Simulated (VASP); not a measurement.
# Hf: relaxation of cell and atoms with PBE

Hf:

```xyz
2
Lattice="3.1967 0.0000 0.0000 -1.5983 2.7684 0.0000 0.0000 0.0000 5.0578" Properties=species:S:1:pos:R:3 pbc="T T T"
Hf    0.0000    1.8456    1.2645
Hf    1.5984    0.9228    3.7934
```

```json
{
  "Program": "VASP 6.6.1",
  "Task": "relaxation of cell and atoms",
  "Functional": "PBE",
  "Potentials or basis": "VASP PAW PBE potentials, release 64 (Hf_pv)",
  "Cutoff": "600 eV",
  "k mesh": "19 × 19 × 11",
  "Occupations": "fermi-dirac, width 0.05 eV",
  "Spin": "no spin polarisation",
  "Further INCAR settings": "ALGO = Normal; EDIFF = 1e-06; IBRION = 2; EDIFFG = -0.01; NSW = 60; ISIF = 3"
}
```

| Quantity | Value |
| --- | --- |
| Relaxed volume | 22.45 Å³/atom |
| Relaxed cell | a = 3.200 Å, b = 3.200 Å, c = 5.061 Å, α = 90.00°, β = 90.00°, γ = 120.00° |
| Space group after relaxing (to 0.05 Å) | P6_3/mmc (No. 194) |
| Energy gained by relaxing | 0.1 meV/atom |
| Ionic steps | 6 |
| Pressure after relaxing | 0.0 GPa |
| Band gap on the k mesh | none (metal or under the smearing width) |

Stress tensor (GPa, compression positive):
```
 0.05  0.00  0.00
 0.00  0.05  0.00
 0.00  0.00 -0.07
```

Step by step:
```csv
step,energy change (eV),largest force (eV/Å),pressure (GPa),volume (Å³)
1,0.0000,0.0000,0.33,44.76
2,0.0000,0.0000,-0.38,45.06
3,-0.0001,0.0000,-0.02,44.90
4,-0.0001,0.0000,-0.02,44.90
5,-0.0001,0.0000,0.16,44.83
6,-0.0001,0.0000,0.01,44.89
```

Final structure:
```
Hf
1.0
     3.20033    0.00000    0.00000
    -1.60016    2.77157    0.00000
     0.00000    0.00000    5.06109
Hf
2
Direct
  0.33333 0.66667 0.25000
  0.66667 0.33333 0.75000
```

Levels at points of the mesh, in eV from the Fermi level:
```
           k point  band 8  band 9  band 10  band 11  band 12  band 13
(0.00, 0.00, 0.00)   -3.70    0.63     1.18     1.18     1.46     2.00
```

Wall time 2.8 min on 1 thread of Intel(R) Xeon(R) 6975P-C (Granite Rapids), on a shared host, peak memory 0.31 GiB.

Spin-orbit coupling is left out, which matters for the levels of Hf.
